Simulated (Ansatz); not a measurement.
This TiC structure is the end of a relaxation. The cell was found from a structure generator's guess, not taken from experiment.

These are results of Ansatz 0.2.0, DFT PBE, scalar-relativistic, plane waves, PAW, not measurements. Cutoff 420 eV, Γ-centred mesh, Gaussian smearing, no spin polarisation.

```
Ti C
1.0
     3.10119    0.00000    0.00000
    -1.55060    2.68571    0.00000
     0.00000    0.00000    9.78267
Ti C
4 4
Direct
  0.66667 0.33333 0.75000
  0.00000 0.00000 0.00000
  0.33333 0.66667 0.25000
  0.00000 0.00000 0.50000
  0.33333 0.66667 0.87546
  0.66667 0.33333 0.12454
  0.66667 0.33333 0.37546
  0.33333 0.66667 0.62454
```

Energies over the elements count from the elements' standard structures at the same level, with no fitted energy shifts.

(1) What space group does it have?

(2) How far does it lie from the elements in energy?

(3) Is it a metal?

## Answers

(1) P6_3/mmc (No. 194). Conventional cell: a = 3.101 Å, c = 9.783 Å. Ti on a site of symmetry -6m2 has 6 C at 2.17 Å; Ti on a site of symmetry -3m has 6 C at 2.17 Å; C is surrounded by 6 Ti at 2.17 Å and 1 C at 2.45 Å.

(2) −0.74 eV/atom. A negative formation energy is needed for stability but isn't enough: competing phases decide.

(3) Yes, bands cross the Fermi level on the 12×12×4 mesh.

The last run used a 12×12×4 mesh (in the run's order of axes) for its 8-atom cell and Gaussian smearing of 0.10 eV. The reference form of C is held partly by dispersion forces, which this level lacks. A structure relaxed within its symmetry needn't be a true minimum.
